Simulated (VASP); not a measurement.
# HfC (Fm-3m) in VASP: settings compared

The runs below take HfC through relaxation of cell and atoms, single point, with PBEsol, PBEsol0, B3LYP, RPBE.

Everything below comes from runs of VASP 6.6.1. Logs are shortened: lines on timing, memory, paths and dates and some standing lists are left out, and cuts for length are marked.

## Step 1: The structure

It takes space group Fm-3m (No. 225, cubic). Conventional cell: a = 4.650 Å, b = 4.650 Å, c = 4.650 Å, α = 90.00°, β = 90.00°, γ = 90.00°. Hf (site symmetry m-3m) is surrounded by 6 C at 2.33 Å. C (site symmetry m-3m) is surrounded by 6 Hf at 2.33 Å.

## Step 2: Relaxation of cell and atoms, PBEsol

The input, INCAR:

```
SYSTEM = HfC
  ALGO = Normal
  EDIFF = 1E-6
  EDIFFG = -0.01
  ENCUT = 600
  GGA = PS
  IBRION = 2
  ISIF = 3
  ISMEAR = -1
  LASPH = .True.
  LCHARG = .False.
  LREAL = .False.
  LWAVE = .False.
  NELM = 100
  NSW = 60
  PREC = Accurate
  SIGMA = 0.05
```

The input, KPOINTS:

```
k-points
0
Gamma
  10 10 10
  0 0 0
```

The input, POSCAR:

```
HfC
1.0
    0.0000000000      2.3250000000      2.3250000000
    2.3250000000      0.0000000000      2.3250000000
    2.3250000000      2.3250000000      0.0000000000
Hf C
1 1
Direct
    0.5000000000      0.5000000000      0.5000000000
    0.0000000000      0.0000000000      0.0000000000
```

Potentials or basis: VASP PAW PBE potentials, release 64 (Hf_pv, C).

Command:

```console
$ cat potpaw_PBE.64/Hf_pv/POTCAR potpaw_PBE.64/C/POTCAR > POTCAR
$ mpirun -np 1 vasp_std > vasp.out
```

OUTCAR:

```text
SYSTEM = HfC
   EDIFF = 1E-6
   EDIFFG = -0.01
   ENCUT = 600
   GGA = PS
   IBRION = 2
   ISIF = 3
   ISMEAR = -1
   LASPH = .True.
   LREAL = .False.
   NELM = 100
   NSW = 60
   PREC = Accurate

 ion  position               nearest neighbor table
   1  0.500  0.500  0.500-   2 2.33   2 2.33   2 2.33   2 2.33   2 2.33   2 2.33
   2  0.000  0.000  0.000-   1 2.33   1 2.33   1 2.33   1 2.33   1 2.33   1 2.33

  LATTYP: Found a face centered cubic cell.
 ALAT       =     4.6500000000

  Lattice vectors:

 A1 = (   0.0000000000,   2.3250000000,   2.3250000000)
 A2 = (   2.3250000000,   0.0000000000,   2.3250000000)
 A3 = (   2.3250000000,   2.3250000000,   0.0000000000)

Analysis of symmetry for initial positions (statically):
=====================================================================
 Subroutine PRICEL returns:
 Original cell was already a primitive cell.

 Routine SETGRP: Setting up the symmetry group for a
 face centered cubic supercell.

 Subroutine GETGRP returns: Found 48 space group operations
 (whereof 48 operations were pure point group operations)
 out of a pool of 48 trial point group operations.

The static configuration has the point symmetry O_h .

Analysis of symmetry for dynamics (positions and initial velocities):
=====================================================================
 Subroutine PRICEL returns:
 Original cell was already a primitive cell.

 Routine SETGRP: Setting up the symmetry group for a
 face centered cubic supercell.

 Subroutine GETGRP returns: Found 48 space group operations
 (whereof 48 operations were pure point group operations)
 out of a pool of 48 trial point group operations.

The dynamic configuration has the point symmetry O_h .

 Subroutine INISYM returns: Found 48 space group operations
 (whereof 48 operations are pure point group operations),
 and found     1 'primitive' translations

----------------------------------------------------------------------------------------

                                     Primitive cell

  volume of cell :      25.1362

  direct lattice vectors                    reciprocal lattice vectors
     0.000000000  2.325000000  2.325000000    -0.215053763  0.215053763  0.215053763
     2.325000000  0.000000000  2.325000000     0.215053763 -0.215053763  0.215053763
     2.325000000  2.325000000  0.000000000     0.215053763  0.215053763 -0.215053763

  length of vectors
     3.288046533  3.288046533  3.288046533     0.372484045  0.372484045  0.372484045

  position of ions in fractional coordinates (direct lattice)
     0.500000000  0.500000000  0.500000000
     0.000000000  0.000000000  0.000000000

  ion indices of the primitive-cell ions
   primitive index   ion index
                 1           1
                 2           2

----------------------------------------------------------------------------------------

 KPOINTS: k-points

Automatic generation of k-mesh.
 Grid dimensions read from file:
 generate k-points for:   10   10   10

 Generating k-lattice:

  Cartesian coordinates                     Fractional coordinates (reciprocal lattice)
    -0.021505376  0.021505376  0.021505376     0.100000000  0.000000000  0.000000000
     0.021505376 -0.021505376  0.021505376     0.000000000  0.100000000  0.000000000
     0.021505376  0.021505376 -0.021505376     0.000000000  0.000000000  0.100000000

  Length of vectors
     0.037248404  0.037248404  0.037248404

  Shift w.r.t. Gamma in fractional coordinates (k-lattice)
     0.000000000  0.000000000  0.000000000

 Subroutine IBZKPT returns following result:
 ===========================================

 Found     47 irreducible k-points:

 Following reciprocal coordinates:
            Coordinates               Weight
  0.000000  0.000000  0.000000      1.000000
  0.100000  0.000000  0.000000      8.000000
  0.200000  0.000000  0.000000      8.000000
  0.300000  0.000000  0.000000      8.000000
  0.400000  0.000000  0.000000      8.000000
  0.500000  0.000000  0.000000      4.000000
[... 16 lines left out ...]
  0.300000  0.300000  0.000000      6.000000
  0.400000  0.300000  0.000000     24.000000
 [... further k-points ...]
   k-points           NKPTS =     47   k-points in BZ     NKDIM =     47   number of bands    NBANDS=     11
   number of dos      NEDOS =    301   number of ions     NIONS =      2
   total plane-waves  NPLWV =  21952
   dimension x,y,z NGX =    28 NGY =   28 NGZ =   28
   dimension x,y,z NGXF=    56 NGYF=   56 NGZF=   56
   ions per type =               1   1
   NGX,Y,Z   is equivalent  to a cutoff of  14.16, 14.16, 14.16 a.u.
   NGXF,Y,Z  is equivalent  to a cutoff of  28.31, 28.31, 28.31 a.u.
 SYSTEM =  HfC
   PREC   = accura    normal or accurate (medium, high low for compatibility)
   ISTART =      0    job   : 0-new  1-cont  2-samecut
   ICHARG =      2    charge: 1-file 2-atom 10-const
   ISPIN  =      1    spin polarized calculation?
   LNONCOLLINEAR =      F non collinear calculations
   LSORBIT =      F    spin-orbit coupling
   LASPH  =      T    aspherical Exc in radial PAW
   ENCUT  =  600.0 eV  44.10 Ry    6.64 a.u.   6.57  6.57  6.57*2*pi/ulx,y,z
   NELM   =    100;   NELMIN=  2; NELMDL= -5     # of ELM steps
   EDIFF  = 0.1E-05   stopping-criterion for ELM
   LREAL  =      F    real-space projection
   EDIFFG = -.1E-01   stopping-criterion for IOM
   NSW    =     60    number of steps for IOM
   IBRION =      2    ionic relax: 0-MD 1-quasi-New 2-CG
   NFREE  =      1    steps in history (QN), initial steepest desc. (CG)
   ISIF   =      3    stress and relaxation
   ISYM   =      2    0-nonsym 1-usesym 2-fastsym
   POTIM  = 0.5000    time-step for ionic-motion
   TEBEG  =    0.0;   TEEND  =   0.0 temperature during run
   PSTRESS=    0.0 pullay stress
   NELECT =      14.0000    total number of electrons
   NUPDOWN=      -1.0000    fix difference up-down
   EMIN   =  10.00;   EMAX   =-10.00  energy-range for DOS
   EFERMI =   0.00;   METHOD = LEGACY
   ISMEAR =    -1;   SIGMA  =   0.05  broadening in eV -4-tet -1-fermi 0-gaus
   EFERMI_NEDOS =   21; number of points for ismear=-14 and -15
   IALGO  =     38    algorithm
   IMIX   =      4    mixing-type and parameters
     AMIX     =   0.40;   BMIX     =  1.00
     AMIX_MAG =   1.60;   BMIX_MAG =  1.00
  volume/ion in A,a.u.               =      12.57        84.81
  Fermi-wavevector in a.u.,A,eV,Ry     =   1.346949  2.545365 24.684672  1.814272
  Thomas-Fermi vector in A             =   2.474740
   LORBIT       =      0    0 simple, 1 ext, 2 COOP (PROOUT), +10 PAW based schemes
   GGA     = PS    functional components
   LHFCALC =     F    Hartree Fock is set to
   AEXX    =    0.0000 exact exchange contribution
   IVDW    =     0    specifies the selected vdW correction
   LEPSILON=     F    determine dielectric tensor
   LRPA    =     F    only Hartree local field effects (RPA)
 conjugate gradient relaxation of ions
 non-spin polarized calculation
  energy-cutoff  :      600.00
  volume of cell :       25.14
 maximum number of plane-waves:       869
 NGX is ok and might be reduce to    28
   NGX = 13   NGY = 13   NGZ = 13

--------------------------------------- Ionic step        1  -------------------------------------------

 number of electron      14.0000000 magnetization

 Free energy of the ion-electron system (eV)
  ---------------------------------------------------
  ext. energy  EPLUGINS =         0.00000000
  ---------------------------------------------------
  free energy    TOTEN  =       -22.17921166 eV

  energy without entropy =      -22.17642585  energy(sigma->0) =      -22.17781876

------------------------ aborting loop because EDIFF is reached ----------------------------------------

  FORCE on cell =-STRESS in cart. coord.  units (eV):
  Direction    XX          YY          ZZ          XY          YZ          ZX
  --------------------------------------------------------------------------------------
  -------------------------------------------------------------------------------------
  Total       -1.1049470     -1.1049470     -1.1049470      0.0000000      0.0000000      0.0000000
  in kB      -70.4292663    -70.4292663    -70.4292663      0.0000000      0.0000000      0.0000000
  external PRESSURE =     -70.4292663 kB  Pullay stress =       0.0000000 kB
[... 93 lines left out ...]
  energy  without entropy=      -22.1929629996  energy(sigma->0) =      -22.19429758

--------------------------------------- Ionic step        4  -------------------------------------------

 number of electron      13.9999999 magnetization

 Free energy of the ion-electron system (eV)
  ---------------------------------------------------
  ext. energy  EPLUGINS =         0.00000000
  ---------------------------------------------------
  free energy    TOTEN  =       -22.19562244 eV

  energy without entropy =      -22.19295206  energy(sigma->0) =      -22.19428725

 E-fermi :   6.0541     XC(G=0): -12.5667

 val. band max:        6.0384342743   @ k =   0.1000   0.0000   0.0000
 cond. band min:       6.1783983373   @ k =   0.1000   0.1000   0.0000
 fundamental gap:      0.1399640631
 Fermi energy:         6.0541136069

 k-point     1 :       0.0000    0.0000    0.0000
  band No.  band energies     occupation
      1     -23.3221      2.00000
      2     -23.3221      2.00000
      3     -23.3221      2.00000
      4      -6.4049      2.00000
      5       7.0768      0.00000
      6       7.0768      0.00000
      7       7.0768      0.00000
      8       7.3868      0.00000
      9       7.3868      0.00000
     10       7.3868      0.00000
     11       9.4899      0.00000
[... 309 lines left out ...]
 k-point    24 :       0.4000    0.3000    0.0000
  band No.  band energies     occupation
      1     -23.8778      2.00000
      2     -23.5449      2.00000
      3     -23.5214      2.00000
      4      -4.2367      2.00000
      5       2.2619      2.00000
      6       4.1386      2.00000
      7       5.3268      2.00000
      8       6.2345      0.05281
      9      11.5587      0.00000
     10      12.6226      0.00000
     11      12.7560      0.00000

 [... further k-points ...]

------------------------ aborting loop because EDIFF is reached ----------------------------------------

  FORCE on cell =-STRESS in cart. coord.  units (eV):
  Direction    XX          YY          ZZ          XY          YZ          ZX
  --------------------------------------------------------------------------------------
  -------------------------------------------------------------------------------------
  Total        0.0081311      0.0081311      0.0081311      0.0000000      0.0000000     -0.0000000
  in kB        0.5338408      0.5338408      0.5338408      0.0000000      0.0000000     -0.0000000
  external PRESSURE =       0.5338408 kB  Pullay stress =       0.0000000 kB
[... 17 lines left out ...]
  FREE ENERGIE OF THE ION-ELECTRON SYSTEM (eV)
  ---------------------------------------------------
  free  energy   TOTEN  =       -22.1956224419 eV

  energy  without entropy=      -22.1929520616  energy(sigma->0) =      -22.19428725

 reached required accuracy - stopping structural energy minimisation
```

It took 64 s on 1 thread of Intel Xeon Platinum 8375C at 2.90GHz (Ice Lake), shared host; peak memory 0.18 GiB.

What came out:

- Free energy: -22.1956 eV
- Relaxed volume: 12.20 Å³/atom
- Relaxed cell: a = 3.256 Å, b = 3.256 Å, c = 3.256 Å, α = 60.00°, β = 60.00°, γ = 60.00°
- Space group after relaxing (to 0.05 Å): Fm-3m (No. 225)
- Energy gained by relaxing: 8.2 meV/atom
- Ionic steps: 4
- Pressure after relaxing: 0.1 GPa
- Band gap on the k mesh: none (metal or under the smearing width)

Step by step:
```csv
step,energy change (eV),largest force (eV/Å),pressure (GPa),volume (Å³)
1,0.0000,0.0000,-7.04,25.14
2,0.0371,0.0000,14.57,23.18
3,-0.0164,0.0000,-0.18,24.42
4,-0.0164,0.0000,0.05,24.40
```

Final structure:
```
Hf C
1.0
     0.00000    2.30218    2.30218
     2.30218    0.00000    2.30218
     2.30218    2.30218    0.00000
Hf C
1 1
Direct
  0.50000 0.50000 0.50000
  0.00000 0.00000 0.00000
```

Caveat: the PAW data sets were made with another functional, which shifts forces and pressure a little.

(Continued in part 2 of 3.)
